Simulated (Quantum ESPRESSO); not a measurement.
# TePb (Fm-3m) in Quantum ESPRESSO: a series of runs, part 2 of 5

Quantum ESPRESSO 7.5. Earlier steps stand in the parts before.

### Step 3. Phonons, RPBE

pw.in

```
&CONTROL
  calculation = 'scf'
  prefix = 'pwscf'
  outdir = './tmp'
  pseudo_dir = './pseudo'
  tprnfor = .true.
  tstress = .true.
  disk_io = 'low'
/
&SYSTEM
  ibrav = 0
  A = 4.56932402
  nat = 2
  ntyp = 2
  ecutwfc = 45
  ecutrho = 360
  nbnd = 16
  input_dft = 'rpbe'
  occupations = 'smearing'
  smearing = 'fd'
  degauss = 0.00367493
/
&ELECTRONS
  conv_thr = 4d-10
  electron_maxstep = 120
  mixing_beta = 0.5
/
ATOMIC_SPECIES
Pb   207.2000 pb_pbe_v1.uspp.F.UPF
Te   127.6000 te_pbe_v1.uspp.F.UPF
CELL_PARAMETERS alat
   0.0000000000    0.7071067812    0.7071067812
   0.7071067812    0.0000000000    0.7071067812
   0.7071067812    0.7071067812    0.0000000000
ATOMIC_POSITIONS alat
Pb     0.0000000000    0.0000000000    0.0000000000
Te     0.7071067812    0.7071067812    0.7071067812
K_POINTS automatic
6 6 6 1 1 1
```

relax.in

```
&CONTROL
  calculation = 'vc-relax'
  prefix = 'pwscf'
  outdir = './tmp'
  pseudo_dir = './pseudo'
  tprnfor = .true.
  tstress = .true.
  disk_io = 'low'
  nstep = 40
  forc_conv_thr = 0.0001
  etot_conv_thr = 1d-06
/
&SYSTEM
  ibrav = 0
  A = 4.56932402
  nat = 2
  ntyp = 2
  ecutwfc = 45
  ecutrho = 360
  nbnd = 16
  input_dft = 'rpbe'
  occupations = 'smearing'
  smearing = 'fd'
  degauss = 0.00367493
/
&ELECTRONS
  conv_thr = 4d-10
  electron_maxstep = 120
  mixing_beta = 0.5
/
&IONS
  ion_dynamics = 'bfgs'
/
&CELL
  cell_dynamics = 'bfgs'
  press = 0
  press_conv_thr = 0.2
/
ATOMIC_SPECIES
Pb   207.2000 pb_pbe_v1.uspp.F.UPF
Te   127.6000 te_pbe_v1.uspp.F.UPF
CELL_PARAMETERS alat
   0.0000000000    0.7071067812    0.7071067812
   0.7071067812    0.0000000000    0.7071067812
   0.7071067812    0.7071067812    0.0000000000
ATOMIC_POSITIONS alat
Pb     0.0000000000    0.0000000000    0.0000000000
Te     0.7071067812    0.7071067812    0.7071067812
K_POINTS automatic
6 6 6 1 1 1
```

gamma.in

```
&CONTROL
  calculation = 'bands'
  prefix = 'pwscf'
  outdir = './tmp'
  pseudo_dir = './pseudo'
  disk_io = 'low'
  verbosity = 'high'
/
&SYSTEM
  ibrav = 0
  A = 4.69727002
  nat = 2
  ntyp = 2
  ecutwfc = 45
  ecutrho = 360
  nbnd = 16
  input_dft = 'rpbe'
  occupations = 'smearing'
  smearing = 'fd'
  degauss = 0.00367493
/
&ELECTRONS
  conv_thr = 1d-08
  electron_maxstep = 120
  mixing_beta = 0.5
  diago_full_acc = .true.
  startingwfc = 'random'
/
ATOMIC_SPECIES
Pb   207.2000 pb_pbe_v1.uspp.F.UPF
Te   127.6000 te_pbe_v1.uspp.F.UPF
CELL_PARAMETERS alat
   0.0000000000    0.7071067811    0.7071067811
   0.7071067811    0.0000000000    0.7071067811
   0.7071067811    0.7071067811    0.0000000000
ATOMIC_POSITIONS alat
Pb     0.0000000000    0.0000000000    0.0000000000
Te     0.7071067811    0.7071067811    0.7071067811
K_POINTS crystal
1
0.0 0.0 0.0 1
```

scf2.in

```
&CONTROL
  calculation = 'scf'
  prefix = 'pwscf'
  outdir = './tmp'
  pseudo_dir = './pseudo'
  tprnfor = .true.
  tstress = .true.
  disk_io = 'low'
/
&SYSTEM
  ibrav = 0
  A = 4.69727002
  nat = 2
  ntyp = 2
  ecutwfc = 45
  ecutrho = 360
  nbnd = 16
  input_dft = 'rpbe'
  occupations = 'fixed'
/
&ELECTRONS
  conv_thr = 1d-13
  electron_maxstep = 120
  mixing_beta = 0.5
  startingpot = 'file'
/
ATOMIC_SPECIES
Pb   207.2000 pb_pbe_v1.uspp.F.UPF
Te   127.6000 te_pbe_v1.uspp.F.UPF
CELL_PARAMETERS alat
   0.0000000000    0.7071067811    0.7071067811
   0.7071067811    0.0000000000    0.7071067811
   0.7071067811    0.7071067811    0.0000000000
ATOMIC_POSITIONS alat
Pb     0.0000000000    0.0000000000    0.0000000000
Te     0.7071067811    0.7071067811    0.7071067811
K_POINTS automatic
6 6 6 1 1 1
```

ph.in

```
phonons of TePb
&INPUTPH
  prefix = 'pwscf'
  outdir = './tmp'
  tr2_ph = 1d-18
  fildyn = 'dyn'
  niter_ph = 90
  alpha_mix(1) = 0.7
  epsil = .true.
/
0.0000000000 0.0000000000 0.0000000000
```

dynmat.in

```
&INPUT
  fildyn = 'dyn'
  asr = 'crystal'
  lperm = .true.
  filout = 'dynmat.disp'
  fileig = 'dynmat.eig'
/
```

dynmat_lo.in

```
&INPUT
  fildyn = 'dyn'
  asr = 'crystal'
  filout = 'dynmat_lo.disp'
  fileig = 'dynmat_lo.eig'
  q(1) = 0
  q(2) = 0
  q(3) = 1
/
```

Potentials or basis: GBRV 1.5 PBE.

On the command line:

```
$ OMP_NUM_THREADS=1 mpirun -n 4 pw.x -nk 4 -in pw.in > pw.out
$ OMP_NUM_THREADS=1 mpirun -n 4 pw.x -nk 4 -in relax.in > relax.out
$ OMP_NUM_THREADS=1 mpirun -n 4 pw.x -in gamma.in > gamma.out
$ OMP_NUM_THREADS=1 mpirun -n 4 pw.x -nk 4 -in scf2.in > scf2.out
$ OMP_NUM_THREADS=1 mpirun -n 4 ph.x -nk 4 -in ph.in > ph.out
$ OMP_NUM_THREADS=1 mpirun -n 1 dynmat.x -in dynmat.in > dynmat.out
$ OMP_NUM_THREADS=1 mpirun -n 1 dynmat.x -in dynmat_lo.in > dynmat_lo.out
```

pw.out:

```text
This program is part of the open-source Quantum ESPRESSO suite
     for quantum simulation of materials; please cite
         "P. Giannozzi et al., J. Phys.:Condens. Matter 21 395502 (2009);
         "P. Giannozzi et al., J. Phys.:Condens. Matter 29 465901 (2017);
         "P. Giannozzi et al., J. Chem. Phys. 152 154105 (2020);
     in publications or presentations arising from this work. More details at

     IMPORTANT: XC functional enforced from input :
     Exchange-correlation= RPBE
                           (   1   4  44   4   0   0   0)
     Any further DFT definition will be discarded
     Please, verify this is what you really want

     Message from routine setup:
     using ibrav=0 with symmetry is DISCOURAGED, use correct ibrav instead

     K-points division:     npool     =       4
     Subspace diagonalization in iterative solution of the eigenvalue problem:
     a serial algorithm will be used

     G-vector sticks info
[... 286 lines left out ...]
     4.7470   5.8584  10.8539  11.7014  12.3613  12.9281  16.0906  16.9619

          k =-0.4125 0.0589 0.0589 (  2324 PWs)   bands (ev):
[... 51 lines left out ...]
    -9.2457  -9.2335  -9.2134  -9.2044  -9.2010  -2.9265  -0.8099   5.0022
     6.2016   6.6365   9.4091   9.5598  11.1956  14.9605  15.7256  16.1446

     the Fermi energy is     8.0320 ev

!    total energy              =    -190.81921296 Ry
     estimated scf accuracy    <          2.0E-10 Ry
     smearing contrib. (-TS)   =      -0.00000004 Ry
     internal energy E=F+TS    =    -190.81921292 Ry

     The total energy is F=E-TS. E is the sum of the following terms:
     one-electron contribution =     -45.96119165 Ry
     hartree contribution      =      35.20929981 Ry
     xc contribution           =     -77.96911099 Ry
     ewald contribution        =    -102.09821009 Ry

     convergence has been achieved in   9 iterations

     negative rho (up, down):  1.569E-02 0.000E+00

     Forces acting on atoms (cartesian axes, Ry/au):

     atom    1 type  1   force =     0.00000000    0.00000000    0.00000000
     atom    2 type  2   force =    -0.00000000   -0.00000000    0.00000000

     Total force =     0.000000     Total SCF correction =     0.000000

     Computing stress (Cartesian axis) and pressure

     negative rho (up, down):  1.569E-02 0.000E+00
          total   stress  (Ry/bohr**3)                   (kbar)     P=       34.08
   0.00023167  -0.00000000   0.00000000           34.08       -0.00        0.00
  -0.00000000   0.00023167   0.00000000           -0.00       34.08        0.00
   0.00000000   0.00000000   0.00023167            0.00        0.00       34.08

=------------------------------------------------------------------------------=
   JOB DONE.
=------------------------------------------------------------------------------=
```

relax.out:

```text
This program is part of the open-source Quantum ESPRESSO suite
     for quantum simulation of materials; please cite
         "P. Giannozzi et al., J. Phys.:Condens. Matter 21 395502 (2009);
         "P. Giannozzi et al., J. Phys.:Condens. Matter 29 465901 (2017);
         "P. Giannozzi et al., J. Chem. Phys. 152 154105 (2020);
[... 2424 lines left out ...]
   0.00000000  -0.00000054  -0.00000000            0.00       -0.08       -0.00
   0.00000000  -0.00000000  -0.00000054            0.00       -0.00       -0.08

=------------------------------------------------------------------------------=
   JOB DONE.
=------------------------------------------------------------------------------=
```

gamma.out:

```text
This program is part of the open-source Quantum ESPRESSO suite
     for quantum simulation of materials; please cite
         "P. Giannozzi et al., J. Phys.:Condens. Matter 21 395502 (2009);
         "P. Giannozzi et al., J. Phys.:Condens. Matter 29 465901 (2017);
         "P. Giannozzi et al., J. Chem. Phys. 152 154105 (2020);
     in publications or presentations arising from this work. More details at
[... 603 lines left out ...]

   -10.2856 -10.2856 -10.2856 -10.2850 -10.2850  -4.9584   0.6133   5.3598
     5.3598   5.3598  10.4821  10.4821  10.4821  12.3937  12.3937  12.3937

=------------------------------------------------------------------------------=
   JOB DONE.
=------------------------------------------------------------------------------=
```

Run time: 3.8 min. Hardware: 4 MPI ranks of Intel Xeon Platinum 8488C (Sapphire Rapids), shared host; peak memory 0.64 GiB.

What came out:

- Free energy: -2596.2863 eV
- Relaxed volume: 36.64 Å³/atom
- Relaxed cell: a = 4.697 Å, b = 4.697 Å, c = 4.697 Å, α = 60.00°, β = 60.00°, γ = 60.00°
- Space group after relaxing (to 0.05 Å): Fm-3m (No. 225)
- Pressure after relaxing: 0.0 GPa
- Electronic dielectric tensor (diagonal): 24.34
- Born charges (mean of the diagonal): Pb +5.65; Te -5.64 e
- Highest phonon frequency at Γ, LO-TO splitting left out: 0 cm⁻¹

Step by step:
| step | energy change (eV) | largest force (eV/Å) | pressure (GPa) | volume (Å³) |
| --- | --- | --- | --- | --- |
| 1 | 0.0000 | 0.0000 | 3.41 | 67.46 |
| 2 | -0.0220 | 0.0000 | 2.59 | 68.64 |
| 3 | -0.0398 | 0.0000 | 1.76 | 69.95 |
| 4 | -0.0547 | 0.0000 | 0.65 | 71.95 |
| 5 | -0.0573 | 0.0000 | 0.05 | 73.18 |
| 6 | -0.0574 | 0.0000 | 0.00 | 73.29 |
| 7 | -0.0574 | 0.0000 | 0.00 | 73.29 |

Final structure:
```xyz
2
Lattice="0.0000 3.3215 3.3215 3.3215 0.0000 3.3215 3.3215 3.3215 0.0000" Properties=species:S:1:pos:R:3 pbc="T T T"
Pb    0.0000    0.0000    0.0000
Te    3.3215    3.3215    3.3215
```

Levels at points of the mesh, in eV from the valence-band top:
```
           k point  band 6  band 7  band 8  band 9  band 10  band 11  band 12  band 13  band 14  band 15
(0.08, 0.08, 0.08)  -11.20   -5.84   -0.92   -0.92    -0.86     3.81     3.91     3.91     6.04     6.23
```

Phonon frequencies in cm⁻¹ (negative: imaginary):
| q point | frequencies |
| --- | --- |
| (0.000, 0.000, 0.000) | -18 -18 -18 0 0 0 |

Electronic dielectric tensor:
```
24.34  0.00  0.00
 0.00 24.34  0.00
 0.00  0.00 24.34
```

Born effective charge tensors (e):
atom 1, Pb
```
5.65 0.00 0.00
0.00 5.65 0.00
0.00 0.00 5.65
```
atom 2, Te
```
-5.64  0.00  0.00
 0.00 -5.64  0.00
 0.00  0.00 -5.64
```

Optical modes at Γ, degenerate ones joined, polar ones without the macroscopic field:
```tsv
cm⁻¹	components	symmetry	active in	IR intensity, summed ((D/Å)²/amu)
18i	3	T1u	IR	27.91
```

Zone-centre frequencies without and with the macroscopic field along z (cm⁻¹):
|  | optical modes in rising order |
| --- | --- |
| without | 18i 18i 18i |
| with the field | 18i 18i 104 |

Caveat: the potentials were made for another functional, which shifts forces and pressure; some modes are imaginary.

[end of part 2 of 5]
